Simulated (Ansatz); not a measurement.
Ansatz input

```yaml
crystal:
  lattice:
    - [4.5302708278, 0.0, 0.0]
    - [-2.2651354139, 3.9233296229, 0.0]
    - [0.0, 0.0, 5.937427725]
  atoms:
    - { symbol: Te, position: [0.2684005468, 1.0, 0.3333333333] }
    - { symbol: Te, position: [0.0, 0.2684005468, 0.6666666667] }
    - { symbol: Te, position: [0.7315994532, 0.7315994532, 0.0] }
hamiltonian:
  xc: pbe
  pseudopotentials:
    kind: paw
    azcp:
      Te: "pseudopotentials/Te.paw.azcp"
basis:
  ecutwfc: 500
  fft_grid_basis: typed
kpoints:
  mp_grid: { grid: [8, 8, 6], shift: [0, 0, 0] }
magnetization:
  spin_polarized: false
scf:
  occupations: { method: fermi_dirac, width: 0.05 }
  lower_state_search: "off"
output:
  stress: true
```

Output

```
Engine: ansatz 0.2.0, x86_64-unknown-linux-gnu
Pseudopotentials: kind: paw
Pseudopotential: Te, paw, valence charge 16, recommended cutoff 420 eV (normal) 
Functional definition: PBE
  parameter kappa = 0.804
  parameter beta = 0.06672455060314922
  exchange = pbe_x(kappa = kappa, mu = beta*pi^2/3)
  correlation = pbe_c(beta = beta)
Crystal: 3 atoms, lattice volume = 105.530 Å³
Basis set: ecut = 500 eV, 2691 PW (Γ)
Bands: 28, of which v1, the nominal top of the filled ones, is band 24 counted from 1 (23 counted from 0)
Symmetry: 6 space group operations
Space group: P3121 (ITA 152), of the structure as read, at distance tolerance 4.7e-5 Å
k-points: 50 of 384 (time reversal used)
Non-local potential: Te, projectors of the file, l = 0: 2, l = 1: 2, l = 2: 2, l = 3: 2
PAW form: soft (Blöchl's): semilocal exchange-correlation on the pseudo side does not see the compensation charge
PAW one-centre angular grid: Te, 590 points (default); XC on 64 Gauss nodes
Initial density: superposition of atomic densities (neutral atoms: chi_scale 0, normalization atom), corrected by the library's trained network
Initial wavefunctions: pseudopotential atomic-orbital guess
Functional: x = pbe(κ = 0.804, μ = 0.2195149727645171), c = pbe(β = 0.06672455060314922)
SCF iter   1: F=—  HF=-20939.878287 eV  |F-HF|=—  |Δ(HF+E_count)|=         —  Δρ=1.16e-3  dr2=8.78e-4  ethr=1.77e-3  ⟨swp⟩=7.3  Hψ=6310  notcnv=0
SCF iter   2: F=—  HF=-20939.876761 eV  |F-HF|=—  |Δ(HF+E_count)|=   1.53e-3  Δρ=6.95e-4  dr2=3.14e-4  ethr=1.83e-6  ⟨swp⟩=3.0  Hψ=3302  notcnv=0
SCF iter   3: F=—  HF=-20939.877110 eV  |F-HF|=—  |Δ(HF+E_count)|=   3.48e-4  Δρ=3.43e-4  dr2=8.49e-5  ethr=6.53e-7  ⟨swp⟩=3.0  Hψ=2671  notcnv=0
SCF iter   4: F=—  HF=-20939.877271 eV  |F-HF|=—  |Δ(HF+E_count)|=   1.61e-4  Δρ=6.78e-5  dr2=4.06e-6  ethr=1.77e-7  ⟨swp⟩=2.0  Hψ=1854  notcnv=0
SCF iter   5: F=—  HF=-20939.877275 eV  |F-HF|=—  |Δ(HF+E_count)|=   3.87e-6  Δρ=2.76e-5  dr2=6.57e-7  ethr=8.47e-9  ⟨swp⟩=3.0  Hψ=2685  notcnv=0
SCF iter   6: F=-20939.877275 eV  HF=-20939.877275 eV  |F-HF|=6.85e-9  |Δ(HF+E_count)|=   1.11e-8  Δρ=7.45e-6  dr2=7.30e-8  ethr=2.08e-10  ⟨swp⟩=3.2  Hψ=5858  notcnv=0
SCF 1 converged in 6 iterations: F = -20939.877275 eV  dr2 = 7.30e-8
SCF converged after 6 iterations
Free energy (F): -20939.877275 eV
Harris-Foulkes:  -20939.877275 eV  (|F-HF|=6.85e-9)
Internal energy: -20939.877083 eV  (E = F + TS)
E sigma→0 (E₀):  -20939.877179 eV
Entropy (-TS):   -0.000192 eV (-0.064 meV/atom)
Fermi energy:    8.449465 eV
--- Per-component energies (eV) ---
  E_band       = -820.089614
  E_kinetic    = 539.100561
  E_local      = -3922.958657  (includes V_loc(G=0)·N_el)
  E_nonlocal   = -931.444374
  E_hartree    = 2472.025784
  E_xc         = -371.630086
  E_vxc        = -310.566709  (∫ρ·V_xc dr)
  E_paw        = -13985.920771  (= ΣΔE_a)
  E_vpaw       = -1138.270589  (= ΣTr[D̂ρ^β])
  E_aug_tail   = -0.000113  (compensation charges beyond the density's cutoff)
  E_ewald      = -4739.049427
  E_smearing   = -0.000192  (= −TS)
  E_closure    = -0.000000  (closes the sum)
  Σ components = -20939.877275   (vs F -20939.877275, Δ=0.00e0)
--- Stress (GPa, compression-positive) ---
       -0.065460       0.000000       0.000000
        0.000000      -0.065460       0.000000
        0.000000       0.000000       0.048961
  P = ⅓ Tr σ = -0.0273 GPa (-0.273 kbar)
```

Command:

```sh
ansatz run input.yaml --threads 1 --pin off --max-ram 3584MiB --backend cpu --events-out ev --progress --plain --runs-dir out
```

On 1 thread of Intel(R) Xeon(R) Platinum 8259CL CPU @ 2.50GHz (Skylake/Cascade Lake) (shared host) this took about 17 s of wall time and 17 s of CPU time.
